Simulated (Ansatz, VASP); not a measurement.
One calculation of Br, two programs

```
Br
1.0
     4.59760    0.00000    0.00000
     0.00000    4.59760    0.00000
     0.00000    0.00000    4.59760
Br
3
Direct
  0.50000 0.00000 0.00000
  0.00000 0.50000 0.00000
  0.00000 0.00000 0.50000
```

Alike in both runs: task single point; functional r2SCAN; k mesh 5 × 5 × 5; occupations fermi-dirac, width 0.1 eV; no spin polarisation.

|  | VASP | Ansatz |
| --- | --- | --- |
| version | VASP 6.6.1 | Ansatz 0.2.0 |
| potentials or method | VASP PAW PBE potentials, release 64 (Br) | plane waves, PAW |
| plane-wave cutoff (eV) | 520 | 500 |
| valence electrons in the cell | 21 | 21 |

```csv
,VASP,Ansatz,Ansatz less VASP
pressure (GPa),-0.8,-0.8,+0.02
```

Caveats: the PAW data sets were made with another functional, which shifts forces and pressure a little (VASP); an odd number of electrons without spin polarisation forces a metal; a magnetic or distorted state may lie lower.
